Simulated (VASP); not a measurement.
# Which magnetic order does AlNi3 take?, part 2 of 3

Wanted: the lowest of several collinear orders of AlNi3. The start is a computed cell from the Materials Project.

VASP 6.6.1, plane waves and PAW; the level of theory is named at each step.

Still holding for the runs below: The k-mesh is coarse for a metal.

So far. Step 2 (Relax in the ferromagnetic state): The run ended after 3 ionic steps, 0.065 eV below its first step, once forces and stress met EDIFFG = -0.02.

### Step 3. Magnetic order, start order fm, signs ++++++

This step: PBE, spin-polarised, from parallel moments; plane waves and PAW (Ni, Al) (VASP 6.6.1).

Each run starts from other signs of the moments at the same geometry and cutoff; gentle mixing helps it keep them. Any wave vector in a name is a fraction of the reciprocal vectors of the first cell as typed.

Contents of INCAR:

```
SYSTEM = AlNi3
PREC = Accurate
ENCUT = 350
EDIFF = 1E-06
NELM = 150
ISMEAR = 1
SIGMA = 0.05
LREAL = .FALSE.
ALGO = Normal
GGA = PE
NBANDS = 52
ISPIN = 2
MAGMOM = 1 1 1 1 1 1 0 0
LASPH = .TRUE.
LMAXMIX = 4
LORBIT = 11
LWAVE = .FALSE.
LCHARG = .TRUE.
AMIX = 0.2
BMIX = 1E-04
AMIX_MAG = 0.8
BMIX_MAG = 1E-04
```

Contents of POSCAR:

```
AlNi3
1.0
    7.1320816206      0.0000000000      0.0000000000
    0.0000000000      3.5642783441      0.0000000000
    0.0000000000      0.0000000000      3.5642783441
Ni Al
6 2
Direct
    0.2500000000      0.5000000000      0.0000000000
    0.7500000000      0.5000000000      0.0000000000
    0.2500000000      0.0000000000      0.5000000000
    0.7500000000      0.0000000000      0.5000000000
    0.0000000000      0.5000000000      0.5000000000
    0.5000000000      0.5000000000      0.5000000000
    0.0000000000      0.0000000000      0.0000000000
    0.5000000000      0.0000000000      0.0000000000
```

Contents of KPOINTS:

```
Automatic mesh
0
Gamma
3 5 5
0 0 0
```

Potentials, in the order of the species: Ni and Al (PBE family, release 64).

Launch:

```console
$ mpirun -np 1 vasp_std
```

What it wrote:

```text
[... set-up lines as in an earlier step ...]
 entering main loop
       N       E                     dE             d eps       ncg     rms          rms(c)
DAV:   1     0.399939988813E+03    0.39994E+03   -0.20644E+04  2496   0.124E+03
DAV:   2    -0.163301258809E+02   -0.41627E+03   -0.38679E+03  2496   0.292E+02
DAV:   3    -0.509291952990E+02   -0.34599E+02   -0.31555E+02  2668   0.104E+02
DAV:   4    -0.517332306432E+02   -0.80404E+00   -0.80130E+00  2888   0.176E+01
DAV:   5    -0.517581474853E+02   -0.24917E-01   -0.24914E-01  3296   0.231E+00    0.281E+01
DAV:   6    -0.441777741298E+02    0.75804E+01   -0.22270E+01  3036   0.583E+01    0.102E+01
DAV:   7    -0.440263417464E+02    0.15143E+00   -0.16112E+00  3044   0.126E+01    0.653E+00
DAV:   8    -0.438951703995E+02    0.13117E+00   -0.11605E-01  3452   0.622E+00    0.411E+00
DAV:   9    -0.438601309482E+02    0.35039E-01   -0.77621E-02  3136   0.891E+00    0.317E+00
DAV:  10    -0.438195657977E+02    0.40565E-01   -0.52072E-02  3520   0.481E+00    0.712E-01
DAV:  11    -0.438180122449E+02    0.15536E-02   -0.93865E-03  2964   0.105E+00    0.291E-01
DAV:  12    -0.438171518650E+02    0.86038E-03   -0.14547E-03  2796   0.304E-01    0.117E-01
DAV:  13    -0.438169641421E+02    0.18772E-03   -0.46898E-04  2744   0.157E-01    0.455E-02
DAV:  14    -0.438169803959E+02   -0.16254E-04   -0.83423E-05  2852   0.819E-02    0.321E-02
DAV:  15    -0.438169869735E+02   -0.65776E-05   -0.77938E-06  3300   0.356E-02    0.213E-02
DAV:  16    -0.438169860673E+02    0.90614E-06   -0.42934E-06  2752   0.228E-02
   1 F= -.43816986E+02 E0= -.43816653E+02  d E =-.998557E-03  mag=     1.4520
```

It took 1.9 min on 1 MPI rank of Intel Xeon Platinum 8488C (Sapphire Rapids), shared host; peak memory 0.21 GiB.

From OUTCAR (step 3):

```text
  LATTYP: Found a simple tetragonal cell.
 ALAT       =     3.5642783441
 C/A-ratio  =     2.0009889610

The static configuration has the point symmetry D_4h.

 Found     12 irreducible k-points:

   k-points           NKPTS =     12   k-points in BZ     NKDIM =     12   number of bands    NBANDS=     52

   ENCUT  =  350.0 eV  25.72 Ry    5.07 a.u.  10.88  5.44  5.44*2*pi/ulx,y,z

   NELECT =      66.0000    total number of electrons

 E-fermi :   9.4673

 spin component 1
 k-point     1 :       0.0000    0.0000    0.0000
  band No.  band energies     occupation
    ...
     29       9.1748      1.00000
     30       9.3214      1.00015
     31       9.3214      1.00015
     32       9.3400      1.00094
     33       9.3412      1.00105
     34      10.3211     -0.00000
     35      10.3331     -0.00000
     36      10.3331     -0.00000
     37      14.9177      0.00000
     38      14.9177      0.00000
    ...

 k-point     2 :       0.3333    0.0000    0.0000
  band No.  band energies     occupation
    ...
     30       8.9398      1.00000
     31       9.0590      1.00000
     32       9.2616      1.00000
     33       9.3404      1.00098
     34       9.3409      1.00103
     35      11.2636      0.00000
     36      11.2636      0.00000
     37      12.9222      0.00000
     38      12.9222      0.00000
     39      15.9080      0.00000
    ...

 k-point     3 :       0.0000    0.2000    0.0000
  band No.  band energies     occupation
    ...
     30       8.8716      1.00000
     31       9.0099      1.00000
     32       9.0292      1.00000
     33       9.0367      1.00000
     34       9.3219      1.00016
     35      11.5506      0.00000
     36      11.5625      0.00000
     37      12.2916      0.00000
     38      12.5695      0.00000
     39      15.3534      0.00000
    ...

 k-point     4 :       0.3333    0.2000    0.0000
  band No.  band energies     occupation
    ...
     29       8.7856      1.00000
     30       8.9070      1.00000
     31       9.0472      1.00000
     32       9.0498      1.00000
     33       9.1603      1.00000
     34       9.6262     -0.00003
     35      10.5081      0.00000
     36      11.0521      0.00000
     37      12.1733      0.00000
     38      13.5999      0.00000
    ...

  Total       -0.0420270     -0.1761686     -0.1761686      0.0000000      0.0000000      0.0000000
  in kB       -0.7431555     -3.1151534     -3.1151534      0.0000000      0.0000000      0.0000000
  external PRESSURE =      -2.3244875 kB  Pullay stress =       0.0000000 kB

  energy-cutoff  :      350.00
  volume of cell :       90.61
      direct lattice vectors                 reciprocal lattice vectors
     7.132081621  0.000000000  0.000000000     0.140211519  0.000000000  0.000000000
     0.000000000  3.564278344  0.000000000     0.000000000  0.280561702  0.000000000
     0.000000000  0.000000000  3.564278344     0.000000000  0.000000000  0.280561702

 POSITION                                       TOTAL-FORCE (eV/Angst)
 -----------------------------------------------------------------------------------
      1.78302      1.78214      0.00000        -0.000000     -0.000000     -0.000000
      5.34906      1.78214      0.00000         0.000000      0.000000     -0.000000
      1.78302      0.00000      1.78214        -0.000000      0.000000      0.000000
      5.34906      0.00000      1.78214         0.000000      0.000000     -0.000000
      0.00000      1.78214      1.78214        -0.000000     -0.000000     -0.000000
      3.56604      1.78214      1.78214        -0.000000     -0.000000     -0.000000
      0.00000      0.00000      0.00000        -0.000000     -0.000000     -0.000000
      3.56604      0.00000      0.00000        -0.000000      0.000000      0.000000
 -----------------------------------------------------------------------------------
    total drift:                                0.000000     -0.000000     -0.000000

  FREE ENERGIE OF THE ION-ELECTRON SYSTEM (eV)
  ---------------------------------------------------
  free  energy   TOTEN  =       -43.8169860673 eV

  energy  without entropy=      -43.8159875103  energy(sigma->0) =      -43.81665321

 total charge
# of ion       s       p       d       tot
------------------------------------------
    1        0.492   0.517   8.364   9.372
    2        0.492   0.517   8.364   9.372
    3        0.492   0.517   8.364   9.372
    4        0.492   0.517   8.364   9.372
    5        0.493   0.516   8.364   9.373
    6        0.493   0.516   8.364   9.373
    7        0.408   0.392   0.000   0.800
    8        0.408   0.392   0.000   0.800
--------------------------------------------------
tot          3.770   3.881  50.183  57.835

 magnetization (x)
# of ion       s       p       d       tot
------------------------------------------
    1       -0.004  -0.013   0.276   0.259
    2       -0.004  -0.013   0.276   0.259
    3       -0.004  -0.013   0.276   0.259
    4       -0.004  -0.013   0.276   0.259
    5       -0.004  -0.013   0.291   0.274
    6       -0.004  -0.013   0.291   0.274
    7       -0.002  -0.009   0.000  -0.011
    8       -0.002  -0.009   0.000  -0.011
--------------------------------------------------
tot         -0.026  -0.099   1.686   1.561

[... 3 parts as in an earlier step ...]

[... 10 further parts left out ...]
```

Numbers from this step:

- electronic cycles: 16
- free energy (TOTEN): -43.82 eV
- energy at zero smearing: -43.82 eV
- Fermi energy: 9.467 eV
- moment of the cell, from the last line of the log: 1.452 μB

Spin density in the ac plane at fractional y = 0.000, with atoms of Ni and Al within 0.2 Å of it.

Ten even steps from '_' (0.00 e/Å³) to '@' (0.46 e/Å³), each cell a mean:
```
________________________________________
________________________________________
________________________________________
________==**::______________==**::______
______..**@@--____________..**@@--______
________..::________________..::________
________________________________________
________________________________________
________________________________________
```
Columns run along a (7.1 Å), rows up along c (3.6 Å). Atoms in or near the plane, at fractional coordinates: Ni at (0.25, 0.50), Ni at (0.75, 0.50), Al at (0.00, 0.00), Al at (0.50, 0.00).

Valence density in the ac plane at fractional y = 0.000, with atoms of Ni and Al within 0.2 Å of it. It is the smooth field of the valence electrons, not physical close to the nuclei.

Values in units of 1e0 e/Å³, 5 rows by 16 columns, each cell a mean:
```
0.1 0.2 0.2 0.2 0.2 0.2 0.2 0.1 0.1 0.2 0.2 0.2 0.2 0.2 0.2 0.1
0.2 0.3 0.5 2.3 3.2 1.1 0.3 0.2 0.2 0.3 0.5 2.3 3.2 1.1 0.3 0.2
0.2 0.3 1.2 7.0 9.9 3.1 0.4 0.2 0.2 0.3 1.2 7.0 9.9 3.1 0.4 0.2
0.2 0.2 0.4 1.0 1.4 0.6 0.3 0.2 0.2 0.2 0.4 1.0 1.4 0.6 0.3 0.2
0.1 0.2 0.2 0.2 0.2 0.2 0.2 0.1 0.1 0.2 0.2 0.2 0.2 0.2 0.2 0.1
```
Columns run along a (7.1 Å), rows up along c (3.6 Å). Atoms in or near the plane, at fractional coordinates: Ni at (0.25, 0.50), Ni at (0.75, 0.50), Al at (0.00, 0.00), Al at (0.50, 0.00).

The largest moment at the end is 0.27 μB, and the moments of the cell sum to 1.45 μB.

### Step 4. Magnetic order, start order AFM 1, signs +--++-

This step: PBE, spin-polarised, from moments of both signs; plane waves and PAW (Ni, Al) (VASP 6.6.1).

INCAR, as its differences from that of step 3:

```diff
@@ -12,3 +12,3 @@
 ISPIN = 2
-MAGMOM = 1 1 1 1 1 1 0 0
+MAGMOM = 1 -1 -1 1 1 -1 0 0
 LASPH = .TRUE.
```

POSCAR is that of step 3.

KPOINTS is that of step 3.

Launch:

```console
$ mpirun -np 1 vasp_std
```

What it wrote:

```text
[... set-up lines as in an earlier step ...]
 entering main loop
       N       E                     dE             d eps       ncg     rms          rms(c)
DAV:   1     0.398252500115E+03    0.39825E+03   -0.20486E+04  2504   0.123E+03
DAV:   2    -0.166236326059E+02   -0.41488E+03   -0.38582E+03  2496   0.291E+02
DAV:   3    -0.509281898143E+02   -0.34305E+02   -0.30979E+02  2668   0.103E+02
DAV:   4    -0.517309283846E+02   -0.80274E+00   -0.79997E+00  2872   0.176E+01
DAV:   5    -0.517558234482E+02   -0.24895E-01   -0.24892E-01  3292   0.232E+00    0.285E+01
DAV:   6    -0.440648471035E+02    0.76910E+01   -0.22222E+01  3048   0.594E+01    0.109E+01
DAV:   7    -0.439315001641E+02    0.13335E+00   -0.19964E+00  3152   0.166E+01    0.725E+00
DAV:   8    -0.440838644098E+02   -0.15236E+00   -0.60826E-01  3236   0.207E+01    0.728E+00
DAV:   9    -0.437806272076E+02    0.30324E+00   -0.25064E-01  3236   0.161E+01    0.251E+00
DAV:  10    -0.437682076981E+02    0.12420E-01   -0.10814E-01  2932   0.222E+00    0.127E+00
DAV:  11    -0.437681935186E+02    0.14180E-04   -0.11151E-02  2984   0.200E+00    0.457E-01
DAV:  12    -0.437681007298E+02    0.92789E-04   -0.42226E-03  3068   0.101E+00    0.136E-01
DAV:  13    -0.437682013801E+02   -0.10065E-03   -0.10605E-03  2888   0.307E-01    0.689E-02
DAV:  14    -0.437682267146E+02   -0.25334E-04   -0.13607E-04  2740   0.131E-01    0.448E-02
DAV:  15    -0.437682361525E+02   -0.94379E-05   -0.18343E-05  4252   0.636E-02    0.233E-02
DAV:  16    -0.437682382817E+02   -0.21292E-05   -0.76918E-06  3592   0.394E-02    0.846E-03
DAV:  17    -0.437682388396E+02   -0.55796E-06   -0.29898E-06  2292   0.141E-02
   1 F= -.43768239E+02 E0= -.43767350E+02  d E =-.266755E-02  mag=     0.0000
```

Elapsed: 1.7 min, on 1 MPI rank; peak memory 0.21 GiB.

OUTCAR, selected parts (step 4):

```text
The static configuration has the point symmetry D_4h.

 Found     12 irreducible k-points:

   NELECT =      66.0000    total number of electrons

 E-fermi :   9.3670

 spin component 1
 k-point     1 :       0.0000    0.0000    0.0000
  band No.  band energies     occupation
    ...
     25       8.5334      1.00000
     26       8.9723      1.00000
     27       8.9860      1.00000
     28       9.0480      1.00000
     29       9.3264      0.99287
     30       9.5756     -0.00000
     31       9.5756     -0.00000
     32       9.5844     -0.00000
     33       9.5857     -0.00000
     34      10.2965     -0.00000
    ...

 k-point     2 :       0.3333    0.0000    0.0000
  band No.  band energies     occupation
    ...
     28       9.0261      1.00000
     29       9.0261      1.00000
     30       9.0497      1.00000
     31       9.2065      1.00003
     32       9.2874      1.02347
     33       9.5849     -0.00000
     34       9.5854     -0.00000
     35      11.2942      0.00000
     36      11.2942      0.00000
     37      12.9532      0.00000
    ...

 k-point     3 :       0.0000    0.2000    0.0000
  band No.  band energies     occupation
    ...
     29       8.9187      1.00000
     30       8.9724      1.00000
     31       9.0851      1.00000
     32       9.1581      1.00000
     33       9.2661      1.00754
     34       9.5761     -0.00000
     35      11.5849      0.00000
     36      11.5944      0.00000
     37      12.3594      0.00000
     38      12.6243      0.00000
    ...

 k-point     4 :       0.3333    0.2000    0.0000
  band No.  band energies     occupation
    ...
     28       8.8841      1.00000
     29       8.8878      1.00000
     30       9.0513      1.00000
     31       9.1581      1.00000
     32       9.2884      1.02439
     33       9.4066      0.01175
     34       9.6747     -0.00000
     35      10.6235      0.00000
     36      11.1495      0.00000
     37      12.2108      0.00000
    ...

  Total       -0.2505238     -0.2011852     -0.2011852      0.0000000      0.0000000      0.0000000
  in kB       -4.4299633     -3.5575171     -3.5575171      0.0000000      0.0000000      0.0000000
  external PRESSURE =      -3.8483325 kB  Pullay stress =       0.0000000 kB

 POSITION                                       TOTAL-FORCE (eV/Angst)
 -----------------------------------------------------------------------------------
      1.78302      1.78214      0.00000         0.000002      0.000000     -0.000000
      5.34906      1.78214      0.00000         0.000002     -0.000000     -0.000000
      1.78302      0.00000      1.78214        -0.000002      0.000000     -0.000000
      5.34906      0.00000      1.78214        -0.000002      0.000000     -0.000000
      0.00000      1.78214      1.78214        -0.000000     -0.000000     -0.000000
      3.56604      1.78214      1.78214        -0.000000     -0.000000      0.000000
      0.00000      0.00000      0.00000        -0.000000      0.000000     -0.000000
      3.56604      0.00000      0.00000        -0.000000     -0.000000     -0.000000
 -----------------------------------------------------------------------------------
    total drift:                                0.000000     -0.000000     -0.000000

  FREE ENERGIE OF THE ION-ELECTRON SYSTEM (eV)
  ---------------------------------------------------
  free  energy   TOTEN  =       -43.7682388396 eV

  energy  without entropy=      -43.7655712912  energy(sigma->0) =      -43.76734966

 total charge
# of ion       s       p       d       tot
------------------------------------------
    1        0.491   0.514   8.368   9.374
    2        0.491   0.514   8.368   9.374
    3        0.491   0.514   8.368   9.374
    4        0.491   0.514   8.368   9.374
    5        0.492   0.513   8.368   9.374
    6        0.492   0.513   8.368   9.374
    7        0.407   0.392   0.000   0.800
    8        0.407   0.392   0.000   0.800
--------------------------------------------------
tot          3.765   3.868  50.209  57.842

 magnetization (x)
# of ion       s       p       d       tot
------------------------------------------
    1       -0.000  -0.000  -0.000  -0.000
    2        0.000   0.000   0.000   0.000
    3        0.000   0.000   0.000   0.000
    4       -0.000  -0.000  -0.000  -0.000
    5        0.000   0.000   0.000   0.000
    6       -0.000  -0.000  -0.000  -0.000
    7        0.000  -0.000   0.000  -0.000
    8       -0.000   0.000   0.000   0.000
--------------------------------------------------
tot          0.000   0.000   0.000   0.000

[... 8 parts as in an earlier step ...]

[... 4 further parts left out ...]
```

This step gave:

- electronic cycles: 17
- free energy (TOTEN): -43.77 eV
- energy at zero smearing: -43.77 eV
- Fermi energy: 9.367 eV

The spin moment in the PAW sphere vanishes on all atoms.

Valence density in the ac plane at fractional y = 0.000, with atoms of Ni and Al within 0.2 Å of it. It is the smooth field of the valence electrons, not physical close to the nuclei.

Ten steps, logarithmic in the rise over the least value, from '0' (0 e/Å³) to '9' (12 e/Å³), each cell a mean:
```
01222122110122212211
12222222211222222221
22235543222223554322
12358974221235897422
12369984211236998421
22247763222224776322
22223332222222333222
11222222211122222221
01121122100112112210
```
Columns run along a (7.1 Å), rows up along c (3.6 Å). Atoms in or near the plane, at fractional coordinates: Ni at (0.25, 0.50), Ni at (0.75, 0.50), Al at (0.00, 0.00), Al at (0.50, 0.00).

The largest moment at the end is 0.00 μB, and the moments of the cell sum to 0.00 μB.

### Step 5. Magnetic order, start order AFM 2, signs +-+-+-

INCAR, as its differences from that of step 4:

```diff
@@ -12,3 +12,3 @@
 ISPIN = 2
-MAGMOM = 1 -1 -1 1 1 -1 0 0
+MAGMOM = 1 -1 1 -1 1 -1 0 0
 LASPH = .TRUE.
@@ -17,3 +17,3 @@
 LWAVE = .FALSE.
-LCHARG = .TRUE.
+LCHARG = .FALSE.
 AMIX = 0.2
```

POSCAR is that of step 4.

KPOINTS is that of step 4.

Launch:

```console
$ mpirun -np 1 vasp_std
```

What it wrote:

```text
[... set-up lines as in an earlier step ...]
 entering main loop
       N       E                     dE             d eps       ncg     rms          rms(c)
DAV:   1     0.399601349802E+03    0.39960E+03   -0.20455E+04  2496   0.123E+03
DAV:   2    -0.163342157772E+02   -0.41594E+03   -0.38603E+03  2496   0.292E+02
DAV:   3    -0.508860564668E+02   -0.34552E+02   -0.31296E+02  2672   0.104E+02
DAV:   4    -0.516944634658E+02   -0.80841E+00   -0.80564E+00  2872   0.177E+01
[...]
DAV:  16    -0.437682355972E+02   -0.14604E-05   -0.11456E-05  3484   0.563E-02    0.915E-03
DAV:  17    -0.437682385745E+02   -0.29773E-05   -0.64504E-06  2644   0.237E-02    0.534E-03
DAV:  18    -0.437682387467E+02   -0.17221E-06   -0.26484E-07  1412   0.949E-03
   1 F= -.43768239E+02 E0= -.43767348E+02  d E =-.267173E-02  mag=    -0.0000
```

The job ended after 1.8 min (1 MPI rank; peak memory 0.21 GiB).

Parts of OUTCAR (step 5):

```text
  Total       -0.2208775     -0.1712786     -0.1712786      0.0000000      0.0000000      0.0000000
  in kB       -3.9057331     -3.0286849     -3.0286849      0.0000000      0.0000000      0.0000000
  external PRESSURE =      -3.3210343 kB  Pullay stress =       0.0000000 kB

 POSITION                                       TOTAL-FORCE (eV/Angst)
 -----------------------------------------------------------------------------------
      1.78302      1.78214      0.00000        -0.000002     -0.000000      0.000000
      5.34906      1.78214      0.00000        -0.000002      0.000000      0.000000
      1.78302      0.00000      1.78214        -0.000002      0.000000     -0.000000
      5.34906      0.00000      1.78214        -0.000002      0.000000     -0.000000
      0.00000      1.78214      1.78214         0.000006      0.000000     -0.000000
      3.56604      1.78214      1.78214         0.000006      0.000000      0.000000
      0.00000      0.00000      0.00000        -0.000001      0.000000     -0.000000
      3.56604      0.00000      0.00000        -0.000001      0.000000     -0.000000
 -----------------------------------------------------------------------------------
    total drift:                                0.000012     -0.000000     -0.000000

  FREE ENERGIE OF THE ION-ELECTRON SYSTEM (eV)
  ---------------------------------------------------
  free  energy   TOTEN  =       -43.7682387467 eV

  energy  without entropy=      -43.7655670197  energy(sigma->0) =      -43.76734817

 magnetization (x)
# of ion       s       p       d       tot
------------------------------------------
    1       -0.000  -0.000   0.000   0.000
    2        0.000   0.000  -0.000  -0.000
    3       -0.000  -0.000   0.000   0.000
    4        0.000   0.000  -0.000  -0.000
    5        0.000   0.000   0.000   0.000
    6       -0.000  -0.000  -0.000  -0.000
    7        0.000  -0.000   0.000  -0.000
    8       -0.000   0.000   0.000   0.000
--------------------------------------------------
tot          0.000   0.000   0.000   0.000

[... 2 parts as in an earlier step ...]

[... 1 further part left out ...]
[key lines of the parts left out:]
E-fermi :   9.3669
```

The largest moment at the end is 0.00 μB, and the moments of the cell sum to 0.00 μB.

[end of part 2 of 3]

[Lines on the potential files, build, host, timing and source positions are cut from VASP's logs without a mark.]

[Logs are printed without paths, hosts, clocks, repeated set-up lines and the standing remarks that a program may print on its own settings, such as how far it seeks lower states.]

[Hosts, paths, dates, database ids (printed as entryN), source tags and the programs' standing remarks are cut or masked in the printed files.]

[In band tables of VASP the shares of atoms and orbitals are scaled to a sum of 1 inside the atoms' spheres.]

[Runs that stopped without an error message from VASP are left out.]
